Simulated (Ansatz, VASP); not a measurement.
## One calculation of Lu, two programs

INCAR

```
PREC     = Accurate       # precision mode
ENCUT    = 520            # plane-wave cutoff, eV
EDIFF    = 1E-6           # SCF threshold, eV
ISMEAR   = -1             # smearing method
SIGMA    = 0.1            # smearing width, eV
LREAL    = False          # projectors in reciprocal space
LASPH    = True           # aspherical terms in the spheres
NELM     = 100            # most SCF steps
ALGO     = Normal         # electronic algorithm
ISIF     = 2              # what is computed and relaxed
LWAVE    = False          # write WAVECAR
LCHARG   = True           # write CHGCAR
GGA      = RP             # functional
LELF     = True           # ELF
LVHAR    = True         
NBANDS   = 18             # bands
```

The input KPOINTS:

```
regular mesh
0
Gamma
  13 13 13
```

POSCAR

```
Lu
1.0
   -2.0334657886      2.0334657886      2.0334657886
    2.0334657886     -2.0334657886      2.0334657886
    2.0334657886      2.0334657886     -2.0334657886
Lu
1
Direct
    0.0000000000      0.0000000000      0.0000000000
```

Input for Ansatz:

```yaml
crystal:
  lattice:
    - [-2.0334657886, 2.0334657886, 2.0334657886]
    - [2.0334657886, -2.0334657886, 2.0334657886]
    - [2.0334657886, 2.0334657886, -2.0334657886]
  atoms:
    - { symbol: Lu, position: [0.0, 0.0, 0.0] }
hamiltonian:
  xc: rpbe
  pseudopotentials:
    kind: paw
    azcp:
      Lu: "pseudopotentials/Lu.paw.azcp"
basis:
  ecutwfc: 420
  fft_grid_basis: typed
kpoints:
  mp_grid: { grid: [13, 13, 13], shift: [0, 0, 0] }
magnetization:
  spin_polarized: false
scf:
  occupations: { method: fermi_dirac, width: 0.1 }
  lower_state_search: "off"
output:
  stress: true
  write_density: true
  write_potential: true
  elf: true
  volumetric_format: npy
```

Alike in both runs: task single point; functional RPBE; k mesh 13 × 13 × 13; occupations fermi-dirac, width 0.1 eV; no spin polarisation.

|  | VASP | Ansatz |
| --- | --- | --- |
| version | VASP 6.6.1 | Ansatz 0.2.0 |
| potentials or method | VASP PAW PBE potentials, release 64 (Lu) | plane waves (420 eV) with PAW, scalar-relativistic |
| plane-wave cutoff (eV) | 520 | 420 |
| valence electrons in the cell | 25 | 25 |

|  | VASP | Ansatz | Ansatz less VASP |
| --- | --- | --- | --- |
| pressure (GPa) | -2.7 | -2.7 | -0.04 |

Caveats: the PAW data sets were made with another functional, which shifts forces and pressure a little (VASP). The runs have no spin-orbit coupling, so splittings on Lu are missing.
